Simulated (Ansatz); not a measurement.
Reaction (formal exchange of groups at the Al–O bond): `C[O][Al]([OH])[SH]` + `CCCCCC` → `C[CH2][Al]([SH])[O]C` + `CCCCO`

Calculated with Ansatz (gas phase, PBE0-D4/def2-TZVP geometries, no zero-point term in ΔE). CCSD(T)/CBS is the MP2 limit (def2-TZVPP, def2-QZVPP) plus CCSD(T) − MP2 in def2-TZVPP, frozen cores. DFT in def2-TZVPP. B3LYP here is the variant with VWN-RPA as its local correlation; programs differ in this. One conformer a species, not always the lowest.

`C[O][Al]([OH])[SH]`:

Cartesian coordinates in Å:
```
C 0.149 1.950 0.367
O -0.337 0.689 0.723
Al -0.228 -0.854 0.085
O -1.019 -2.097 0.903
S 0.926 -1.139 -1.746
H 0.760 2.358 1.179
H 0.765 1.927 -0.541
H -0.684 2.638 0.193
H -1.023 -3.011 0.628
H 0.690 -2.461 -1.791
```

`CCCCCC`:

Cartesian coordinates in Å:
```
C -1.855 0.243 1.524
C -0.346 0.069 1.545
C 0.166 -1.014 0.602
C -0.160 -0.794 -0.873
C 0.344 0.521 -1.457
C 1.852 0.691 -1.384
H -2.211 0.582 0.548
H -2.180 0.979 2.263
H -2.362 -0.700 1.749
H -0.026 -0.179 2.563
H 0.135 1.025 1.309
H -0.255 -1.978 0.909
H 1.250 -1.109 0.726
H -1.243 -0.855 -1.020
H 0.266 -1.623 -1.449
H -0.143 1.362 -0.951
H 0.025 0.580 -2.503
H 2.171 1.613 -1.875
H 2.207 0.731 -0.352
H 2.365 -0.142 -1.876
```

`C[CH2][Al]([SH])[O]C`:

Cartesian coordinates in Å:
```
C -0.624 -2.694 -0.100
C -0.538 -1.445 0.777
Al 0.072 0.158 -0.140
S 0.572 0.072 -2.274
O 0.219 1.614 0.693
C 0.600 2.928 0.431
H -1.314 -2.555 -0.937
H -0.971 -3.565 0.464
H 0.346 -2.954 -0.532
H -1.513 -1.223 1.227
H 0.131 -1.619 1.629
H 0.900 1.374 -2.335
H -0.227 3.613 0.648
H 0.898 3.084 -0.615
H 1.447 3.211 1.065
```

`CCCCO`:

Cartesian coordinates in Å:
```
C 2.075 0.483 -0.288
C 0.836 -0.395 -0.346
C -0.385 0.265 0.273
C -1.623 -0.606 0.204
O -2.750 -0.026 0.827
H 1.917 1.423 -0.825
H 2.939 -0.013 -0.735
H 2.331 0.734 0.745
H 0.620 -0.657 -1.388
H 1.033 -1.342 0.170
H -0.585 1.215 -0.242
H -0.189 0.515 1.321
H -1.447 -1.548 0.732
H -1.842 -0.862 -0.844
H -2.931 0.813 0.396
```

| level | ΔE (kJ/mol) | difference from CCSD(T)/CBS |
| --- | --- | --- |
| PBE-D4 | 162.2 | -19.8 |
| r2SCAN-D4 | 175.7 | -6.3 |
| PBE0-D4 | 168.4 | -13.6 |
| ωB97X-V | 173.8 | -8.2 |
| ωB97M-V | 174.7 | -7.3 |
| B2PLYP | 176.2 | -5.8 |
| PBE | 157.7 | -24.3 |
| r2SCAN | 174.3 | -7.7 |
| B3LYP | 166.7 | -15.3 |
| HF/def2-TZVPP | 176.1 | -5.9 |
| SCS-MP2/def2-TZVPP | 186.0 | 4.0 |
| CCSD/def2-TZVPP | 181.6 | -0.4 |
| MP2/def2-QZVPP | 191.2 | 9.2 |
| SCS-MP2/def2-QZVPP | 187.0 | 5.0 |
| HF/CBS(def2) | 177.2 | -4.8 |
| CCSD/CBS(def2) | 182.8 | 0.8 |
| CCSD(T)/CBS | 182.0 | 0 |

Largest T1 diagnostic among the species: 0.012.

From PBE to PBE0 (25 % exact exchange), in def2-TZVPP and without D4, ΔE moves by +6.9 kJ/mol. The D4 term adds +6.7 kJ/mol with B3LYP and +3.8 kJ/mol with PBE0; it sums over pairs of atoms, weighted by their polarisabilities, and B3LYP, whose exchange is more repulsive, gets the larger term.

CCSD(T)/CBS has its own doubt, a few kJ/mol and more with outer-core shells, so smaller differences from it don't rank the levels.
